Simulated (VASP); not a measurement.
# Ti (P6_3/mmc) in VASP: a series of runs, part 2 of 2

VASP 6.6.1.

## (3) Relaxation of cell and atoms, PBE

This run uses another cell than the first one, of 17.64 Å³/atom, 1.057 times its volume.

Input file INCAR:

```
SYSTEM = Ti
ALGO     = Normal         ! electronic algorithm
EDIFF    = 1E-6           ! SCF threshold, eV
EDIFFG   = -0.01          ! ionic threshold
ENCUT    = 300            ! plane-wave cutoff, eV
GGA      = PE             ! functional
IBRION   = 2              ! ionic algorithm
ISIF     = 3              ! what is computed and relaxed
ISMEAR   = 1              ! smearing method
LASPH    = .TRUE.         ! aspherical terms in the spheres
LCHARG   = .FALSE.        ! write CHGCAR
LREAL    = .FALSE.        ! projectors in reciprocal space
LWAVE    = .FALSE.        ! write WAVECAR
NELM     = 80             ! most SCF steps
NSW      = 90             ! ionic steps
PREC     = Accurate       ! precision mode
SIGMA    = 0.1            ! smearing width, eV
```

Input file KPOINTS:

```
k-points
0
G
  8 8 4
  0 0 0
```

Input file POSCAR:

```
Ti
1.0
    2.9500000000      0.0000000000      0.0000000000
   -1.4750000000      2.5547749412      0.0000000000
    0.0000000000      0.0000000000      4.6800000000
Ti
2
Direct
    0.3333333333      0.6666666667      0.2500000000
    0.6666666667      0.3333333333      0.7500000000
```

Potentials or basis: VASP PAW PBE potentials, release 64 (Ti).

Started as:

```console
$ cat potpaw_PBE.64/Ti/POTCAR > POTCAR
$ mpirun -np 1 vasp_std > vasp.out
```

OUTCAR:

```text
SYSTEM = Ti
   EDIFF = 1E-6
   EDIFFG = -0.01
   ENCUT = 300
   GGA = PE
   IBRION = 2
   ISIF = 3
   ISMEAR = 1
   LASPH = .TRUE.
   LREAL = .FALSE.
   NELM = 80
   NSW = 90
   PREC = Accurate

 ion  position               nearest neighbor table
   1  0.333  0.667  0.250-   2 2.89   2 2.89   2 2.89   2 2.89   2 2.89   2 2.89
   2  0.667  0.333  0.750-   1 2.89   1 2.89   1 2.89   1 2.89   1 2.89   1 2.89

  LATTYP: Found a hexagonal cell.
 ALAT       =     2.9500000000
 C/A-ratio  =     1.5864406780

  Lattice vectors:

 A1 = (   2.9500000000,   0.0000000000,   0.0000000000)
 A2 = (  -1.4750000000,   2.5547749412,   0.0000000000)
 A3 = (   0.0000000000,   0.0000000000,   4.6800000000)

Analysis of symmetry for initial positions (statically):
=====================================================================
 Subroutine PRICEL returns:
 Original cell was already a primitive cell.

 Routine SETGRP: Setting up the symmetry group for a
 hexagonal supercell.

 Subroutine GETGRP returns: Found 24 space group operations
 (whereof 12 operations were pure point group operations)
 out of a pool of 24 trial point group operations.

The static configuration has the point symmetry D_3d.
 The point group associated with its full space group is D_6h.

Analysis of symmetry for dynamics (positions and initial velocities):
=====================================================================
 Subroutine PRICEL returns:
 Original cell was already a primitive cell.

 Routine SETGRP: Setting up the symmetry group for a
 hexagonal supercell.

 Subroutine GETGRP returns: Found 24 space group operations
 (whereof 12 operations were pure point group operations)
 out of a pool of 24 trial point group operations.

The dynamic configuration has the point symmetry D_3d.
 The point group associated with its full space group is D_6h.

 Subroutine INISYM returns: Found 24 space group operations
[... 134 lines left out ...]
 NGX is ok and might be reduce to    18
   NGX =  9   NGY =  9   NGZ = 13

--------------------------------------- Ionic step        1  -------------------------------------------

 number of electron       7.9999999 magnetization

 Free energy of the ion-electron system (eV)
  ---------------------------------------------------
  ext. energy  EPLUGINS =         0.00000000
  ---------------------------------------------------
  free energy    TOTEN  =       -15.53030890 eV

  energy without entropy =      -15.53183739  energy(sigma->0) =      -15.53081839

------------------------ aborting loop because EDIFF is reached ----------------------------------------

  FORCE on cell =-STRESS in cart. coord.  units (eV):
  Direction    XX          YY          ZZ          XY          YZ          ZX
  --------------------------------------------------------------------------------------
  -------------------------------------------------------------------------------------
  Total       -0.7174084     -0.7174084     -0.8840218      0.0000000      0.0000000      0.0000000
  in kB      -32.5879089    -32.5879089    -40.1562405      0.0000000      0.0000000      0.0000000
  external PRESSURE =     -35.1106861 kB  Pullay stress =       0.0000000 kB
[... 131 lines left out ...]
--------------------------------------- Ionic step        5  -------------------------------------------

 number of electron       8.0000000 magnetization

 Free energy of the ion-electron system (eV)
  ---------------------------------------------------
  ext. energy  EPLUGINS =         0.00000000
  ---------------------------------------------------
  free energy    TOTEN  =       -15.54320910 eV

  energy without entropy =      -15.54618016  energy(sigma->0) =      -15.54419945

 E-fermi :   3.2223     XC(G=0): -11.1388

 val. band max:        3.1851007233   @ k =   0.3750   0.2500   0.2500
 cond. band min:       3.2588347477   @ k =   0.0000   0.0000   0.5000
 fundamental gap:      0.0737340245
 Fermi energy:         3.2222722542

 k-point     1 :       0.0000    0.0000    0.0000
  band No.  band energies     occupation
      1      -2.9928      2.00000
      2       0.4723      2.00000
      3       3.9083     -0.00000
      4       3.9083     -0.00000
      5       4.0091     -0.00000
      6       4.0657     -0.00000
      7       4.4221     -0.00000
      8       4.4221     -0.00000
[... 243 lines left out ...]
 k-point    24 :       0.3750    0.0000    0.5000
  band No.  band energies     occupation
      1       0.5520      2.00000
      2       0.5520      2.00000
      3       2.4210      2.00000
      4       2.4210      2.00000
      5       3.9809     -0.00000
      6       3.9809     -0.00000
      7       4.8279     -0.00000
      8       4.8279     -0.00000

 [... further k-points ...]

------------------------ aborting loop because EDIFF is reached ----------------------------------------

  FORCE on cell =-STRESS in cart. coord.  units (eV):
  Direction    XX          YY          ZZ          XY          YZ          ZX
  --------------------------------------------------------------------------------------
  -------------------------------------------------------------------------------------
  Total        0.0027130      0.0027130      0.0043312     -0.0000000      0.0000000      0.0000000
  in kB        0.1272173      0.1272173      0.2031013     -0.0000000      0.0000000      0.0000000
  external PRESSURE =       0.1525120 kB  Pullay stress =       0.0000000 kB
[... 17 lines left out ...]
  FREE ENERGIE OF THE ION-ELECTRON SYSTEM (eV)
  ---------------------------------------------------
  free  energy   TOTEN  =       -15.5432091007 eV

  energy  without entropy=      -15.5461801586  energy(sigma->0) =      -15.54419945

 reached required accuracy - stopping structural energy minimisation
```

Wall time 8.6 s (1 thread of Intel Xeon 6975P-C (Granite Rapids), shared host); peak memory 0.13 GiB.

Results:

* Free energy: -15.5432 eV
* Relaxed volume: 17.08 Å³/atom
* Relaxed cell: a = 2.927 Å, b = 2.927 Å, c = 4.607 Å, α = 90.00°, β = 90.00°, γ = 120.00°
* Space group after relaxing (to 0.05 Å): P6_3/mmc (No. 194)
* Energy gained by relaxing: 6.5 meV/atom
* Ionic steps: 5
* Pressure after relaxing: 0.0 GPa
* Band gap on the k mesh: none (metal or under the smearing width)

The path:
| step | energy change (eV) | largest force (eV/Å) | pressure (GPa) | volume (Å³) |
| --- | --- | --- | --- | --- |
| 1 | 0.0000 | 0.0000 | -3.51 | 35.27 |
| 2 | -0.0050 | 0.0000 | 3.08 | 33.33 |
| 3 | -0.0127 | 0.0000 | 0.04 | 34.16 |
| 4 | -0.0129 | 0.0000 | 0.02 | 34.17 |
| 5 | -0.0129 | 0.0000 | 0.02 | 34.17 |

Final structure:
```
Ti
1.0
     2.92651    0.00000    0.00000
    -1.46325    2.53443    0.00000
     0.00000    0.00000    4.60660
Ti
2
Direct
  0.33333 0.66667 0.25000
  0.66667 0.33333 0.75000
```

Levels at points of the mesh, in eV from the Fermi level:
| k point | band 2 | band 3 | band 4 | band 5 | band 6 | band 7 |
| --- | --- | --- | --- | --- | --- | --- |
| (0.00, 0.00, 0.00) | -2.75 | 0.69 | 0.69 | 0.79 | 0.84 | 1.20 |
| (0.50, 0.00, 0.00) | -2.25 | -1.93 | -0.68 | 0.36 | 0.58 | 1.12 |
| (0.00, 0.00, 0.50) | -4.33 | 0.04 | 0.04 | 0.58 | 0.58 | 0.58 |
| (0.50, 0.00, 0.50) | -2.62 | -0.88 | -0.88 | 1.27 | 1.27 | 1.64 |

## (4) Relaxation of cell and atoms, PBE

This run uses another cell than the first one, of 17.08 Å³/atom, 1.024 times its volume.

Edit INCAR of step 3 so:

```diff
@@ -2,4 +2,4 @@
 ALGO     = Normal         ! electronic algorithm
-EDIFF    = 1E-6           ! SCF threshold, eV
-EDIFFG   = -0.01          ! ionic threshold
+EDIFF    = 1E-7           ! SCF threshold, eV
+EDIFFG   = -0.005         ! ionic threshold
 ENCUT    = 300            ! plane-wave cutoff, eV
```

KPOINTS is that of step 3.

Input file POSCAR:

```
Ti                                      
1.0
    2.9265052734      0.0000000000      0.0000000000
   -1.4632526367      2.5344279111     -0.0000000000
    0.0000000000      0.0000000000      4.6065955789
  Ti            
     2
Direct
     0.3333333332999970    0.6666666667000030    0.2500000000000000
     0.6666666667000030    0.3333333332999970    0.7500000000000000
```

Started as:

```console
$ cat potpaw_PBE.64/Ti/POTCAR > POTCAR
$ mpirun -np 1 vasp_std > vasp.out
```

Run time: 3.1 s. Hardware: 1 thread of Intel Xeon 6975P-C (Granite Rapids), shared host; peak memory 0.12 GiB.

The run converged. Its results:

- Free energy: -15.5430 eV
- Pressure after relaxing: 0.0 GPa
- Band gap on the k mesh: none (metal or under the smearing width)

Final structure:
```
Ti
1.0
     2.92651    0.00000    0.00000
    -1.46325    2.53443    0.00000
     0.00000    0.00000    4.60660
Ti
2
Direct
  0.33333 0.66667 0.25000
  0.66667 0.33333 0.75000
```

Levels at points of the mesh, in eV from the Fermi level:
| k point | band 1 | band 2 | band 3 | band 4 | band 5 | band 6 | band 7 | band 8 |
| --- | --- | --- | --- | --- | --- | --- | --- | --- |
| (0.00, 0.00, 0.00) | -6.22 | -2.75 | 0.69 | 0.69 | 0.79 | 0.84 | 1.20 | 1.20 |
| (0.50, 0.00, 0.00) | -2.39 | -2.25 | -1.93 | -0.68 | 0.36 | 0.58 | 1.12 | 3.26 |
| (0.00, 0.00, 0.50) | -4.33 | -4.33 | 0.04 | 0.04 | 0.58 | 0.58 | 0.58 | 0.58 |
| (0.50, 0.00, 0.50) | -2.62 | -2.62 | -0.88 | -0.88 | 1.27 | 1.27 | 1.64 | 1.64 |

Caveat: the relaxation stopped at its first step, so nothing moved.
